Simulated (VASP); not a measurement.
Input of a VASP 6.6.1 run:

Contents of INCAR:

```
SYSTEM = MgS
PREC = Accurate ; ENCUT = 520
EDIFF = 1E-6 ; ISMEAR = 0
SIGMA = 0.02 ; LREAL = .False.
LASPH = .True. ; NELM = 80
ALGO = Normal ; ISIF = 2
LWAVE = .False. ; LCHARG = .False.
GGA = PE ; NBANDS = 11
```

Contents of KPOINTS:

```
Automatic mesh
0
Gamma
  8 8 8
  0 0 0
```

File POSCAR:

```
MgS
1.0
    0.0000000000      2.8331200468      2.8331200468
    2.8331200468      0.0000000000      2.8331200468
    2.8331200468      2.8331200468      0.0000000000
S Mg
1 1
Direct
    0.2500000000      0.2500000000      0.2500000000
    0.0000000000      0.0000000000      0.0000000000
```

File KPOINTS_OPT:

```
path GXWKGLUWLK,UX
10
line-mode
reciprocal
 0.0000000000  0.0000000000  0.0000000000  G
 0.5000000000  0.0000000000  0.5000000000  X

 0.5000000000  0.0000000000  0.5000000000  X
 0.5000000000  0.2500000000  0.7500000000  W

 0.5000000000  0.2500000000  0.7500000000  W
 0.3750000000  0.3750000000  0.7500000000  K

 0.3750000000  0.3750000000  0.7500000000  K
 0.0000000000  0.0000000000  0.0000000000  G

 0.0000000000  0.0000000000  0.0000000000  G
 0.5000000000  0.5000000000  0.5000000000  L

 0.5000000000  0.5000000000  0.5000000000  L
 0.6250000000  0.2500000000  0.6250000000  U

 0.6250000000  0.2500000000  0.6250000000  U
 0.5000000000  0.2500000000  0.7500000000  W

 0.5000000000  0.2500000000  0.7500000000  W
 0.5000000000  0.5000000000  0.5000000000  L

 0.5000000000  0.5000000000  0.5000000000  L
 0.3750000000  0.3750000000  0.7500000000  K

 0.6250000000  0.2500000000  0.6250000000  U
 0.5000000000  0.0000000000  0.5000000000  X
```

Potentials or basis: VASP PAW PBE potentials, release 64 (S, Mg).

The run is started by

```sh
$ cat potpaw_PBE.64/S/POTCAR potpaw_PBE.64/Mg/POTCAR > POTCAR
$ mpirun -np 1 vasp_std > vasp.out
```

(1) Estimate the pressure.

(2) What does it give for the band gap along the path?

(3) Predict the band gap on the k mesh.

Results:

(1) 0.8 GPa.

(2) 3.45 eV, direct.

(3) 3.45 eV, direct.
